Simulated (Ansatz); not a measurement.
Method: DFT PBE, scalar-relativistic, plane waves, PAW in Ansatz 0.2.0. Settings: cutoff 420 eV, Γ-centred meshes spaced at most about 0.3 Å⁻¹, and about 0.25 Å⁻¹ or finer for metals (2π included), Gaussian smearing. No spin polarisation.

These are static total energies at zero pressure.

Question: Which of these relaxed structures of Hf₂Si₃ is the lowest in energy?
A.

Space group P4/mmm (No. 123). a = 4.680 Å, b = 4.680 Å, c = 4.662 Å, α = 90.00°, β = 90.00°, γ = 90.00°
| atom | site | symmetry | x | y | z |
| --- | --- | --- | --- | --- | --- |
| Hf | 2f | mmm. | 0.0000 | 0.5000 | 0.0000 |
| Si | 2g | 4mm | 0.0000 | 0.0000 | 0.2632 |
| Si | 1d | 4/mmm | 0.5000 | 0.5000 | 0.5000 |

B.

Space group P-3m1 (No. 164). a = 3.731 Å, b = 3.731 Å, c = 7.613 Å, α = 90.00°, β = 90.00°, γ = 120.00°
| atom | site | symmetry | x | y | z |
| --- | --- | --- | --- | --- | --- |
| Hf | 2d | 3m. | 0.3333 | 0.6667 | 0.8042 |
| Si | 1a | -3m. | 0.0000 | 0.0000 | 0.0000 |
| Si | 2d | 3m. | 0.3333 | 0.6667 | 0.4281 |

Answer: B. The other, A, lies 0.78 eV/atom higher. Forms: B La2O3 (A sesquioxide) type, P-3m1; A P4/mmm. Counting Si atoms around Hf (those within 1.25 times the shortest such distance or 1.15 times the sum of covalent radii): B has Hf 7; A has Hf 4. B holds Si–Si nets (shortest 2.42 Å); A holds Si–Si chains (shortest 2.21 Å). Both come from invented guesses. Shaken at random and relaxed again, B came back.

These runs have no spin–orbit coupling, which can matter for Hf. Cells without such a test can be saddle points. Some candidate types were left out of the draw beforehand, so a known form may be missing.
